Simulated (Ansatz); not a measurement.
**PbI2: maximally localised Wannier functions**

Aim: build maximally localised Wannier functions for PbI2 from several sets of trial orbitals, and check spreads and centres, and how well the models interpolate the bands. Plan: PBE, anion s p, 6×6×2; PBE, anion s p, 6×6×4; PBE, anion p, 6×6×2; PBE, all s p, disentangled, 6×6×2; r2SCAN, anion s p, 6×6×2; r2SCAN, anion p, 6×6×2; HSE06, anion s p, 6×6×2; HSE06, anion p, 6×6×2 (level, trial orbitals, Wannier mesh).

Program: Ansatz 0.2.0. Level of theory: plane waves, PAW. These are calculated values, not measurements.

1 further run of the same task is left out (it didn't finish). Runs told in other sessions of the task aren't counted.

## (1) Starting point

Symmetry: P-3m1, No. 164, trigonal system. Conventional cell: a = 4.566 Å, b = 4.566 Å, c = 7.041 Å, α = 90.00°, β = 90.00°, γ = 120.00°. Around Pb (site symmetry -3m) lie 6 I at 3.24 Å. I (site symmetry 3m) is surrounded by 3 Pb at 3.24 Å.

Structure file:

```cif
data_structure
_symmetry_space_group_name_H-M 'P-3m1'
_symmetry_Int_Tables_number 164
_cell_length_a 4.5657
_cell_length_b 4.5657
_cell_length_c 7.0411
_cell_angle_alpha 90.000
_cell_angle_beta 90.000
_cell_angle_gamma 120.000
_cell_volume 127.11
loop_
_atom_site_label
_atom_site_type_symbol
_atom_site_symmetry_multiplicity
_atom_site_Wyckoff_symbol
_atom_site_fract_x
_atom_site_fract_y
_atom_site_fract_z
_atom_site_occupancy
Pb1 Pb 1 a 0.00000 0.00000 0.00000 1
I1 I 2 d 0.33333 0.66667 0.26678 1
```

The cell was relaxed beforehand with r2SCAN+rVV10; those runs aren't shown. No run includes spin-orbit coupling, which matters for I, Pb.

## (2) PBE, anion s p, 6×6×2

input.yaml reads:

```yaml
crystal:
  lattice:
    - [4.5657260523, 0.0, 0.0]
    - [-2.2828630262, 3.954034748, 0.0]
    - [0.0, 0.0, 7.0410821077]
  atoms:
    - { symbol: Pb, position: [0.0, 0.0, 0.0] }
    - { symbol: I, position: [0.3333333333, 0.6666666667, 0.2667794128] }
    - { symbol: I, position: [0.6666666667, 0.3333333333, 0.7332205872] }
kpoints:
  mp_grid: { grid: [6, 6, 4] }
  band_path:
    path:
      - [[0.0, 0.0, 0.0], [0.5, 2.616606944639e-17, 7.604230347805e-19], [0.3333333333333, 0.3333333333333, 5.069486898574e-19], [0.0, 0.0, 0.0], [-3.948538003195e-36, -3.864030919313e-36, 0.5], [0.5, 2.608574595115e-17, 0.5], [0.3333333333333, 0.3333333333333, 0.5], [-3.948538003195e-36, -3.864030919313e-36, 0.5]]
      - [[0.5, 2.608574595115e-17, 0.5], [0.5, 2.616606944639e-17, 7.604230347805e-19]]
      - [[0.3333333333333, 0.3333333333333, 0.5], [0.3333333333333, 0.3333333333333, 5.069486898574e-19]]
    npoints: 10
hamiltonian:
  xc: pbe
scf:
  occupations: { method: fixed }
  n_extra_bands: 6
output:
  forces: false
  stress: false
  eigenvalues: true
  wannier:
    kmesh: [6, 6, 2]
    projections: [{ species: I, l: s, shell: 5 }, { species: I, l: p, shell: 5 }]
    minimise: true
    write_hr: true
    conv_tol: 1.0e-08
    max_iter: 3000
```

Started as:

```bash
ansatz run input.yaml --threads 4 --pin off --max-ram 3686MiB --backend cpu --events-out ev --progress --plain --runs-dir out
```

The runs that follow: PBE, anion s p, 6×6×4; PBE, anion p, 6×6×2; PBE, all s p, disentangled, 6×6×2; r2SCAN, anion s p, 6×6×2; r2SCAN, anion p, 6×6×2; HSE06, anion s p, 6×6×2; HSE06, anion p, 6×6×2.

Before running them: what should the planned runs give, taken together? Wanted: total spread, PBE, anion s p, 6×6×2; total spread, PBE, anion s p, 6×6×4; total spread, PBE, anion p, 6×6×2; total spread, PBE, all s p, disentangled, 6×6×2; total spread, r2SCAN, anion s p, 6×6×2; total spread, r2SCAN, anion p, 6×6×2; total spread, HSE06, anion s p, 6×6×2; total spread, HSE06, anion p, 6×6×2; centres of the first set.

The runs gave:

| quantity | value |
| --- | --- |
| total spread, PBE, anion s p, 6×6×2 | 19.59 Å² over 8 functions |
| total spread, PBE, anion s p, 6×6×4 | 20.30 Å² over 8 functions |
| total spread, PBE, anion p, 6×6×2 | 19.39 Å² over 6 functions |
| total spread, PBE, all s p, disentangled, 6×6×2 | 23.23 Å² over 12 functions |
| total spread, r2SCAN, anion s p, 6×6×2 | 19.22 Å² over 8 functions |
| total spread, r2SCAN, anion p, 6×6×2 | 19.00 Å² over 6 functions |
| total spread, HSE06, anion s p, 6×6×2 | 19.14 Å² over 8 functions |
| total spread, HSE06, anion p, 6×6×2 | 18.93 Å² over 6 functions |
| centres of the first set | 0.41 to 0.77 Å from the nearest atom |

What this shows: With PBE, anion s p, 6×6×2 the 8 functions move off the atoms, with a mean spread of 2.45 Å²; 91 % of the total is gauge invariant. On one set and mesh the functional gives 19.59 (PBE), 19.22 (r2SCAN), 19.14 (HSE06) Å². The disentangled models miss some band by up to 0.5 eV, which may lie outside their frozen windows.
